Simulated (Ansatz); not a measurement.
**Generalised stacking fault in SnO**

Computed with DFT PBE, scalar-relativistic, plane waves, PAW in Ansatz 0.2.0. Cutoff 420 eV, Γ-centred 8×12×6 k-points, Gaussian smearing of 0.15 eV. No spin polarisation. Energies are free energies at this smearing, counted from the undisturbed cell; pressure is positive in compression.

The starting cell (as given, not relaxed at this level; it stands at 4.2 GPa):

```
Sn O
1.0
    -3.80200    0.00000    4.83600
     0.00000   -3.80200    0.00000
     7.60400    0.00000    4.83600
Sn O
6 6
Direct
  0.15900 0.50000 0.03975
  0.82567 0.50000 0.37308
  0.49233 0.50000 0.70642
  0.34100 0.00000 0.38075
  0.00767 0.00000 0.71408
  0.67433 0.00000 0.04742
  0.00000 0.00000 0.96025
  0.66667 0.00000 0.29358
  0.33333 0.00000 0.62692
  0.83333 0.50000 0.12692
  0.50000 0.50000 0.46025
  0.16667 0.50000 0.79358
```

The cut lies on the cell's a–b face, a (1 0 1) plane (indices in the standard cell, whose axes needn't be the Cartesian ones shown) of area 23.39 Å², between layers 0.71 Å apart. Vector c is tilted by f times 1·a + 0·b (length 6.152 Å) with the atoms' Cartesian places fixed: one unrelaxed fault a cell.

| f | γ (mJ/m²) | shear traction, the slope of γ along the slip (GPa) |
| --- | --- | --- |
| 0.0000 | 0 | 0.6 |
| 0.1000 | 2040 | 98.7 |
| 0.5000 | 15201 | -559.0 |
| 0.6000 | 2053 | -39.6 |
| 0.8000 | 1166 | -5.4 |

1 further run of this set didn't finish or converge.

Cost: 5 runs of about 32 core-minutes in all, on AMD EPYC 7R43 (Zen 3) (shared hosts).